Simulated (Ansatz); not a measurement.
The system is TaAs.

```
Ta As
1.0
    -1.72181    1.72181    5.86794
     1.72181   -1.72181    5.86794
     1.72181    1.72181   -5.86794
Ta As
2 2
Direct
  0.49997 0.49997 0.00000
  0.24997 0.74997 0.50000
  0.08263 0.08263 0.00000
  0.83263 0.33263 0.50000
```

The cell is a database's computed one.

Base run:

- Program: Ansatz 0.2.0
- Functional: LDA
- Potentials or basis: Ansatz PAW
- Cutoff: 420 eV (not typed: the program's choice for these potentials)
- k mesh: 11 × 11 × 11
- Occupations: fermi-dirac, width 0.05 eV
- Spin: no spin polarisation
- Hubbard terms: Ta d U = 5 eV

Its results: band gap on the k mesh none (metal or under the smearing width); pressure -4.7 GPa.

The run is repeated on the same cell with these changes: hubbard terms from Ta d U = 5 eV to Ta d U = 3 eV. What comes out?

Band gap on the k mesh none (metal or under the smearing width); pressure -6.0 GPa.

Caveats: spin-orbit coupling is left out, which moves the levels of the heavy elements; U without spin polarisation on a metal has little footing; the PAW data sets come from PBE, with cores solved anew for the run's functional, which leaves a small shift of forces and pressure; the U is typed as a test and isn't derived for this compound.
